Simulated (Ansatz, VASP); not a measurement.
# In: VASP beside Ansatz

```
In
1.0
    -1.88253    1.88253    1.88253
     1.88253   -1.88253    1.88253
     1.88253    1.88253   -1.88253
In
1
Direct
  0.00000 0.00000 0.00000
```

This isn't the form of In at room conditions, which is tetragonal.

Alike in both runs: functional BLYP; k mesh 10 × 10 × 10; occupations fermi-dirac, width 0.05 eV; no spin polarisation.

|  | VASP | Ansatz |
| --- | --- | --- |
| version | VASP 6.6.1 | Ansatz 0.2.0 |
| potentials or method | VASP PAW PBE potentials, release 64 (In_d) | Ansatz PAW |
| plane-wave cutoff (eV) | 520 | 420 |
| valence electrons in the cell | 13 | 13 |
| task | single point | band structure |

|  | VASP | Ansatz | Ansatz less VASP |
| --- | --- | --- | --- |
| gap on the k mesh at the Fermi level (eV) | none | none | - |
| pressure (GPa) | 5.6 | 5.6 | +0.01 |

A gap of «none» marks a metal or a gap that the smearing closes.

Caveats: the PAW data sets were made with another functional, which shifts forces and pressure a little (VASP); spin-orbit coupling is left out, which moves the levels of the heavy elements (Ansatz); the PAW data sets come from PBE, with cores solved anew for the run's functional, which leaves a small shift of forces and pressure (Ansatz).
